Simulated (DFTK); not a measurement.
# MoS2 in DFTK: reference runs

How does MoS2 come out in PBE? The cell is run as given.

Program: DFTK 0.8.2. These are calculated values, not measurements. Logs are shortened: lines on timing, memory, paths and dates and some standing lists are left out, and cuts for length are marked.

### 1 The slab as given

The cell holds a slab with vacuum, 6 atoms: a = 3.185 Å, b = 3.185 Å, c = 21.671 Å, α = 90.00°, β = 90.00°, γ = 120.00°.

### 2 Single point, PBE

run.jl reads:

```julia
using DFTK
using PseudoPotentialData
using Unitful, UnitfulAtomic
using LinearAlgebra, Printf
include("save.jl")
disable_threading()

# lattice vectors are the columns
lattice = austrip(1u"Å") * [   3.184541456   -1.592270728            0.0;
                      0.0   2.7578938003            0.0;
                      0.0            0.0    21.67053472]
symbols   = [:Mo, :Mo, :S, :S, :S, :S]
positions = [[0.3333333333, 0.6666666667, 0.85116023],
             [0.6666666667, 0.3333333333, 0.14883977],
             [0.6666666667, 0.3333333333, 0.77962539],
             [0.3333333333, 0.6666666667, 0.077251],
             [0.6666666667, 0.3333333333, 0.922749],
             [0.3333333333, 0.6666666667, 0.22037461]]
pseudopotentials = PseudoFamily("dojo.nc.sr.pbe.v0_4_1.standard.upf")
elements = Dict(s => ElementPsp(s, pseudopotentials) for s in unique(symbols))
atoms    = [elements[s] for s in symbols]

build_model(lattice, positions; symmetries=true) =
    model_DFT(lattice, atoms, positions;
              functionals=PBE(),
              temperature=austrip(0.05u"eV"),
              smearing=Smearing.FermiDirac(),
              symmetries)
Ecut  = 40.0  # hartree
kgrid = [10, 10, 2]
tol   = 1e-6
to_GPa = ustrip(uconvert(u"GPa", 1u"hartree/bohr^3"))

model = build_model(lattice, positions)
basis = PlaneWaveBasis(model; Ecut, kgrid)
display(basis)
scfres = self_consistent_field(basis;
                               tol,
                               nbandsalg=AdaptiveBands(model; n_bands_converge=33))
display(scfres.energies)
@printf "Fermi level: %.6f eV\n" ustrip(auconvert(u"eV", something(scfres.εF, NaN)))
forces = compute_forces_cart(scfres)
println("Forces (eV/Å)")
for (s, f) in zip(symbols, forces)
    @printf "%-3s %12.6f %12.6f %12.6f\n" s ustrip.(auconvert.(u"eV/Å", f))...
end
stress = compute_stresses_cart(scfres)
println("Stress (GPa)")
display(round.(stress * to_GPa; digits=4))
println("Levels at the first k-point (eV): ", round.(ustrip.(auconvert.(u"eV", scfres.eigenvalues[1][1:scfres.n_bands_converge])); digits=4))
save_scf!(scfres; forces, stress)
```

Potentials or basis: dojo.nc.sr.pbe.v0_4_1.standard.upf (PBE).

Started as:

```sh
> julia --threads=1 run.jl  # save.jl only writes the numbers to a file and isn't shown; printed stress counts tension as positive; times include loading and compiling
```

The log of the run:

```text
PlaneWaveBasis discretization:

    Ecut                 : 40.0 Ha
    fft_size             : (40, 40, 240), 384000 total points
    kgrid                : MonkhorstPack([10, 10, 2])
    num.   red. kpoints  : 200
    num. irred. kpoints  : 28

    Discretized Model(gga_x_pbe+gga_c_pbe, 3D):
        lattice (in Bohr)    : [6.01791   , -3.00896  , 0         ]
                               [0         , 5.21166   , 0         ]
                               [0         , 0         , 40.9514   ]
        unit cell volume     : 1284.4 Bohr³

        atoms                : Mo₂S₄
        pseudopot. family    : PseudoFamily("dojo.nc.sr.pbe.v0_4_1.standard.upf")

        num. electrons       : 52
        spin polarization    : none
        temperature          : 0.0018375 Ha
        smearing             : DFTK.Smearing.FermiDirac()

        terms                : Kinetic()
                               AtomicLocal()
                               AtomicNonlocal()
                               Ewald(nothing)
                               PspCorrection()
                               Hartree()
                               Xc(gga_x_pbe, gga_c_pbe)
                               Entropy()
n     Energy            log10(ΔE)   log10(Δρ)   Diag   Δtime
---   ---------------   ---------   ---------   ----   ------
  1   -184.4488800196                   -0.40    5.6     103s
  2   -184.8705375801       -0.38       -0.87    2.8    63.5s
  3   -184.8972595606       -1.57       -1.26    4.0    75.6s
  4   -184.8991806694       -2.72       -1.91    2.0    54.9s
  5   -184.8992968622       -3.93       -2.35    2.0    52.8s
  6   -184.8993211205       -4.62       -3.06    3.0    66.4s
  7   -184.8993232801       -5.67       -3.44    3.0    75.7s
  8   -184.8993233694       -7.05       -3.95    2.0    60.1s
  9   -184.8993233983       -7.54       -4.52    2.8    65.8s
 10   -184.8993233992       -9.05       -4.84    3.0    68.5s
 11   -184.8993233996       -9.40       -5.34    2.1    57.4s
 12   -184.8993233996      -10.43       -5.74    2.6    67.7s
 13   -184.8993233996      -12.20       -6.21    2.3    56.8s
Energy breakdown (in Ha):
    Kinetic             59.9868262
    AtomicLocal         -933.2187032
    AtomicNonlocal      23.2387645
    Ewald               267.7249350
    PspCorrection       2.7525609
    Hartree             427.9776542
    Xc                  -33.3613609
    Entropy             -0.0000000

    total               -184.899323399622
Fermi level: 2.786554 eV
Forces (eV/Å)
Mo      0.000000    -0.000000     0.001630
Mo     -0.000001     0.000001    -0.001630
S      -0.000000     0.000000    -0.241407
S       0.000000    -0.000000    -0.182311
S      -0.000000     0.000000     0.182311
S       0.000000    -0.000000     0.241407
Stress (GPa)
3×3 StaticArraysCore.SMatrix{3, 3, Float64, 9} with indices SOneTo(3)×SOneTo(3):
 -0.4908   0.0     -0.0
  0.0     -0.4908   0.0
 -0.0      0.0     -1.4102
Levels at the first k-point (eV): [-59.1045, -59.1044, -33.2453, -33.2453, -33.0412, -33.0412, -33.0411, -33.0411, -12.3815, -12.3112, -11.0614, -10.9426, -4.0397, -3.7028, -0.9032, -0.9032, -0.9001, -0.9001, -0.3576, 0.2137, 0.2137, 0.2245, 0.2245, 0.4368, 1.6656, 2.1495, 4.5305, 4.5305, 4.5383, 4.5383, 4.7894, 4.7894, 4.832]
```

Wall time 21 min (1 thread of Intel Xeon Platinum 8259CL at 2.50GHz (Skylake/Cascade Lake), shared host); peak memory 5.5 GiB.

Results:

```
Free energy            : -5031.3669 eV
Largest force          : 0.241 eV/Å
Band gap on the k mesh : 1.39 eV, indirect (least direct gap 1.89 eV)
```

Forces in eV/Å, atoms in the order of the input:
```
Mo   0.000  0.000  0.002
Mo   0.000  0.000 -0.002
S    0.000  0.000 -0.241
S    0.000  0.000 -0.182
S    0.000  0.000  0.182
S    0.000  0.000  0.241
```

Stress tensor (GPa, compression positive):
```
0.49 0.00 0.00
0.00 0.49 0.00
0.00 0.00 1.41
```

Levels at points of the mesh, in eV from the valence-band top:
```
             k point  band 22  band 23  band 24  band 25  band 26  band 27  band 28  band 29  band 30  band 31
  (0.00, 0.00, 0.00)    -1.93    -1.93    -1.71    -0.48     0.00     2.38     2.38     2.39     2.39     2.64
 (-0.50, 0.00, 0.00)    -2.19    -1.42    -1.37    -1.02    -0.99     1.84     1.86     2.33     2.42     3.36
 (0.00, 0.00, -0.50)    -1.93    -1.93    -1.71    -0.48     0.00     2.38     2.38     2.39     2.39     2.64
(-0.50, 0.00, -0.50)    -2.19    -1.42    -1.37    -1.02    -0.99     1.84     1.86     2.33     2.42     3.36
```
